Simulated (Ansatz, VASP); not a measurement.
One calculation of Si, two programs

The input INCAR:

```
SYSTEM = Si
PREC = Accurate
ENCUT = 520
EDIFF = 1E-6
ISMEAR = 0
SIGMA = 0.15
LREAL = .FALSE.
LASPH = .TRUE.
NELM = 100
ALGO = Fast
ISIF = 2
LWAVE = .FALSE.
LCHARG = .FALSE.
NBANDS = 11
```

Contents of KPOINTS:

```
Automatic mesh
0
G
  24 24 12
  0 0 0
```

The input POSCAR:

```
Si
1.0
    2.8139627243      0.0000000000      0.0000000000
   -1.4069813622      2.4369632046      0.0000000000
    0.0000000000      0.0000000000      4.0435525326
Si
2
Direct
    0.3333333333      0.6666666667      0.2500000000
    0.6666666667      0.3333333333      0.7500000000
```

Input for Ansatz:

```yaml
crystal:
  lattice:
    - [2.8139627243, 0.0, 0.0]
    - [-1.4069813622, 2.4369632046, 0.0]
    - [0.0, 0.0, 4.0435525326]
  atoms:
    - { symbol: Si, position: [0.3333333333, 0.6666666667, 0.25] }
    - { symbol: Si, position: [0.6666666667, 0.3333333333, 0.75] }
basis:
  ecutwfc: 420
kpoints:
  mp_grid: { grid: [24, 24, 12] }
hamiltonian:
  xc: lda
scf:
  occupations: { method: gaussian, width: 0.15 }
output:
  forces: true
  stress: true
  eigenvalues: true
```

Alike in both runs: task single point; functional LDA; k mesh 24 × 24 × 12; occupations gaussian, width 0.15 eV; no spin polarisation.

```csv
,VASP,Ansatz
version,VASP 6.6.1,Ansatz 0.2.0
potentials or method,"VASP PAW LDA potentials, release 64 (Si)","scalar-relativistic, plane waves, PAW"
plane-wave cutoff (eV),520,420
valence electrons in the cell,8,8
```

```csv
,VASP,Ansatz,Ansatz less VASP
gap on the k mesh at the Fermi level (eV),none,none,-
pressure (GPa),1.6,1.5,-0.08
largest component of the traceless stress (GPa),3.94,3.92,-0.028
```

A gap of «none» marks a metal or a gap that the smearing closes.
